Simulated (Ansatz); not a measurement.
The geometry is COD entry 1010278, unchecked; take it as a test cell. It is an old determination, and later ones may differ. The listed cell was then made from it by scaling, straining or moving an atom.

An input for La2O3: DFT, PBE, PAW with Ansatz's default frozen-core files, scalar-relativistic (Ansatz 0.2.0).

Command: `ansatz run input.yaml --threads 2 --pin off --max-ram 6144MiB --backend cpu --events-out ev --progress --plain --runs-dir out` The run took 2.7 s on 2 threads of Intel(R) Xeon(R) 6975P-C (Granite Rapids), with other jobs on the host, peak memory 0.46 GiB.

```yaml
crystal:
  lattice:
    - [3.8514000692, 0.0, 0.0]
    - [-1.9257000346, 3.3354103, 0.0]
    - [0.0, 0.0, 6.12]
  atoms:
    - { symbol: La, position: [0.3333333333, 0.6666666667, 0.25] }
    - { symbol: La, position: [0.6666666667, 0.3333333333, 0.75] }
    - { symbol: O, position: [0.25, 0.25, 0.0] }
    - { symbol: O, position: [0.75, 0.0, 0.0] }
    - { symbol: O, position: [0.0, 0.75, 0.0] }
kpoints:
  mp_grid: { grid: [6, 6, 4] }
scf:
  occupations: { method: fermi_dirac, width: 0.02 }
hamiltonian:
  xc: pbe
  pseudopotentials: { kind: paw }
output:
  forces: true
  stress: true
  eigenvalues: true
  efg: { contact_densities: true }
  write_density: true
  write_potential: true
  elf: true
  volumetric_format: npy
```

The results part of the log:

```
SCF 1 converged in 8 iterations: F = -14196.004008 eV  dr2 = 4.26e-8
  greatest PAW one-centre occupation: 0.973 electrons in one spin orbital (limit 2), on the La atom at site 1 (counted from 0), in its partial waves of l = 0
SCF converged after 8 iterations
Free energy (F): -14196.004008 eV
Harris-Foulkes:  -14196.004008 eV  (|F-HF|=1.13e-8)
Internal energy: -14195.997080 eV  (E = F + TS)
E sigma→0 (E₀):  -14196.000544 eV
Entropy (-TS):   -0.006929 eV (-1.386 meV/atom)
Fermi energy:    13.414677 eV
--- Per-component energies (eV) ---
  E_band       = 15.665902
  E_kinetic    = 942.906879
  E_local      = -2549.648927  (includes V_loc(G=0)·N_el)
  E_nonlocal   = 343.275298
  E_hartree    = 1052.633927
  E_xc         = -508.350317
  E_vxc        = -589.074786  (∫ρ·V_xc dr)
  E_paw        = -11310.297929  (= ΣΔE_a)
  E_vpaw       = -237.074705  (= ΣTr[D̂ρ^β])
  E_aug_tail   = 0.007105  (compensation charges beyond the density's cutoff)
  E_ewald      = -2166.523116
  E_smearing   = -0.006929  (= −TS)
  E_closure    = -0.000000  (closes the sum)
  Σ components = -14196.004008   (vs F -14196.004008, Δ=0.00e0)
--- Forces (eV/Å), atoms counted from 1 ---
  atom   1  La    -0.00000000    -0.00000000     2.69552338
  atom   2  La     0.00000000     0.00000000    -2.69552338
  atom   3  O      4.19739151     7.27009536    -0.00000000
  atom   4  O     -8.39478302     0.00000000     0.00000000
  atom   5  O      4.19739151    -7.27009536     0.00000000
  max |Σ_I F_I| component: 1.78e-15 eV/Å
--- Stress (GPa, compression-positive) ---
       62.604383      -0.000000      -0.000000
       -0.000000      62.604383      -0.000000
       -0.000000      -0.000000      26.061488
  P = ⅓ Tr σ = 50.4234 GPa (504.234 kbar)
--- PAW observables at the nuclei: V_zz in 10²¹ V/m², potentials from the cell's mean, atoms counted from 1 ---
  atom   1  La V_zz =   -20.446874   η = 0.0000   by run symmetry: allowed
            electrostatic potential = -9880.059283 V   contact ρ = 2247104.424746 e/Å³
  atom   2  La V_zz =   -20.446874   η = 0.0000   by run symmetry: allowed
            electrostatic potential = -9880.059283 V   contact ρ = 2247104.424746 e/Å³
  atom   3  O  V_zz =    +8.569844   η = 0.8666   by run symmetry: allowed
            electrostatic potential = -629.419275 V   contact ρ = 2164.296194 e/Å³
  atom   4  O  V_zz =    +8.569844   η = 0.8666   by run symmetry: allowed
            electrostatic potential = -629.419275 V   contact ρ = 2164.296194 e/Å³
  atom   5  O  V_zz =    +8.569844   η = 0.8666   by run symmetry: allowed
            electrostatic potential = -629.419275 V   contact ρ = 2164.296194 e/Å³
--- Band table (eV; the first three rows and the last of 24) ---
  k-point 0: bands = ["-19.0946", "-18.6268", "-10.7271", "-5.7476", "-5.7476", "-2.6884", "-2.6884", "-2.6667", "-2.4310", "-0.9784", "-0.9784", "5.5446", "6.0433", "6.0433", "6.1899", "8.8789", "8.8789", "11.1075", "12.1362", "14.1418", "14.4814", "14.4814", "15.2232", "15.2232", "15.8609"]
  k-point 1: bands = ["-19.0581", "-18.6702", "-10.6936", "-5.7510", "-5.7420", "-3.0834", "-2.7195", "-2.6433", "-2.0587", "-1.0438", "-0.9475", "5.7213", "6.0408", "6.0729", "6.1770", "8.8575", "8.9597", "10.7833", "12.5513", "13.4065", "14.4924", "14.4960", "15.2249", "15.4610", "15.7163"]
  k-point 2: bands = ["-19.0112", "-18.7241", "-10.6597", "-5.7454", "-5.7454", "-3.3082", "-2.6762", "-2.6762", "-1.8789", "-1.0112", "-1.0112", "6.0126", "6.0553", "6.0703", "6.0703", "8.9376", "8.9376", "10.5942", "12.5634", "13.1621", "14.5088", "14.5088", "15.4920", "15.4920", "15.6645"]
  k-point 23: bands = ["-18.6732", "-18.6732", "-10.5952", "-7.0439", "-7.0439", "-3.3682", "-2.8252", "-2.8252", "-2.0254", "-0.4601", "-0.4601", "5.3426", "6.6169", "6.7250", "6.7250", "9.9200", "9.9200", "11.9171", "12.5760", "12.5760", "13.5657", "14.6290", "14.6290", "15.9456", "15.9456"]
```
